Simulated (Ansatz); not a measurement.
All numbers below come from DFT PBE, scalar-relativistic, plane waves, PAW in Ansatz. All cells share a 420 eV cutoff and Γ-centred k meshes spaced at most about 0.3 Å⁻¹ (about 0.25 or finer for metals, 2π included). No spin polarisation.

Each guess is relaxed in cell and atoms at zero pressure, on a coarse mesh first where it starts far from rest and then on a converged one. The steps can't lower the symmetry of the start, but it can rise. Energies are static (0 K, no zero-point motion).

Two unrelaxed guesses for BaH:

Guess 1.

```
CELL_PARAMETERS angstrom
-2.14823 2.14823 2.18869
2.14823 -2.14823 2.18869
2.14823 2.14823 -2.18869
ATOMIC_POSITIONS crystal
Ba 0.00000 0.00000 0.00000
H 0.50000 0.50000 0.00000
```

Guess 2.

```
CELL_PARAMETERS angstrom
3.70141 0.00000 0.00000
0.00000 3.70141 0.00000
0.00000 0.00000 3.70141
ATOMIC_POSITIONS crystal
Ba 0.00000 0.00000 0.00000
H 0.50000 0.50000 0.50000
```

**Question.** Where do they end, and which end is lower?

**Answer.** Guess 1 ends lower, by 0.34 eV/atom. Guess 1: I4/mmm at 20.2 Å³/atom → Fm-3m (rock salt type) at 24.5 Å³/atom; Guess 2: Pm-3m at 25.4 Å³/atom → Pm-3m (caesium chloride type) at 22.7 Å³/atom. Counting H atoms around Ba (those within 1.25 times the shortest such distance or 1.15 times the sum of covalent radii, 1.27 where that leaves under three), the end of guess 1 has Ba 6 and the end of guess 2 has Ba 8. End of guess 1. Conventional cell: a = 5.807 Å. Ba has 6 H at 2.90 Å; around H lie 6 Ba at 2.90 Å. End of guess 2. Conventional cell: a = 3.569 Å. Ba is surrounded by 8 H at 3.09 Å and 6 Ba at 3.57 Å; H has 8 Ba at 3.09 Å and 6 H at 3.57 Å.

Cells without such a test can be saddle points. Shaken at random and relaxed again, the end of guess 1 came back. Neither end is the lowest form computed: that has space group P6_3/mmc (No. 194) and lies 23 meV/atom below the better end. With hydrogen, zero-point motion can shift such differences by 10 meV/atom or more. Some types were kept out of the candidates beforehand, so the set may lack a known form.
